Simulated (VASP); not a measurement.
A run of VASP 6.6.1 is set up as follows.

The input INCAR:

```
SYSTEM = Te
ALGO = Normal ; BPARAM = 11.95
CPARAM = 0.0093 ; EDIFF = 1E-7
EDIFFG = -0.01 ; ENCUT = 600
IBRION = 2 ; ISIF = 4
ISMEAR = 0 ; IVDW_NL = 2
LASPH = .True. ; LCHARG = .False.
LMIXTAU = .True. ; LREAL = .False.
LUSE_VDW = .True. ; LWAVE = .False.
METAGGA = R2SCAN ; NELM = 80
NSW = 40 ; PREC = Accurate
SIGMA = 0.03
```

File KPOINTS:

```
k-points
0
Gamma
  9 9 6
  0 0 0
```

The input POSCAR:

```
Te                                      
1.0
    4.4106279826      0.0000000000      0.0000000000
   -2.2053139913      3.8197158796      0.0000000000
    0.0000000000      0.0000000000      5.8751193742
  Te            
     3
Direct
     0.2652273577470936    0.0000000000000000    0.3333333332999970
     0.0000000000000000    0.2652273577470936    0.6666666667000030
     0.7347726422529064    0.7347726422529064    0.0000000000000000
```

Potentials or basis: VASP PAW PBE potentials, release 64 (Te).

Command:

```console
$ cat potpaw_PBE.64/Te/POTCAR > POTCAR
$ mpirun -np 1 vasp_std > vasp.out
```

**Question.** Estimate the energy gained by relaxing.

**Answer.** 5.3 meV/atom.

**Question.** Estimate the band gap on the k mesh.

**Answer.** 0.20 eV, direct.

Forces on the atoms (eV/Å):
```
Te   0.004  0.000  0.000
Te  -0.002  0.003  0.000
Te  -0.002 -0.003  0.000
```

Caveat: the PAW data sets were made with another functional, which shifts forces and pressure a little; spin-orbit coupling is left out, which moves the levels of the heavy elements; an odd mesh through Γ misses points on the zone boundary, where band edges often lie.
